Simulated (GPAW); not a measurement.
# MgO: single point with PBE

**Measured values to compare with.**

“Electronic structure of alkaline earth and post-transition metal oxides”, 2009, arxiv:0908.1581 quotes, for a bulk crystal of MgO: band gap 7.83 eV.

Crystal: MgO.

```
Mg O
1.0
     0.00000    2.09700    2.09700
     2.09700    0.00000    2.09700
     2.09700    2.09700    0.00000
Mg O
1 1
Direct
  0.00000 0.00000 0.00000
  0.50000 0.50000 0.50000
```

The cell is a database's computed one.

```
Program             : GPAW 26.7.0
Task                : single point
Functional          : PBE
Potentials or basis : GPAW PAW data sets (gpaw-data 1.2.1)
Cutoff              : 800 eV
Basis               : pw
k mesh              : 11 × 11 × 11
Occupations         : gaussian, width 0.016 eV
Spin                : no spin polarisation
Maxiter             : 150
```

| Item | Value |
| --- | --- |
| Pressure | 7.0 GPa |
| Band gap on the k mesh | 4.89 eV, direct |

Levels at points of the mesh, in eV from the valence-band top:
| k point | band 5 | band 6 | band 7 | band 8 | band 9 | band 10 | band 11 | band 12 |
| --- | --- | --- | --- | --- | --- | --- | --- | --- |
| (0.00, 0.00, 0.00) | -17.28 | 0.00 | 0.00 | 0.00 | 4.89 | 15.90 | 15.90 | 15.90 |

Run time: 7.7 s on 1 thread of Intel(R) Xeon(R) 6975P-C (Granite Rapids), with other jobs on the host, peak memory 0.15 GiB.

Against the measured gap of MgO, 7.83 eV (quoted in “Electronic structure of alkaline earth and post-transition metal oxides”, 2009, arxiv:0908.1581), the calculated 4.89 eV is off by -2.94 eV. The value is that of PBE, without temperature or zero-point motion. Semilocal functionals fall short of measured gaps as a rule. The cell is a database's relaxed one, not the measured one, which moves gaps too.
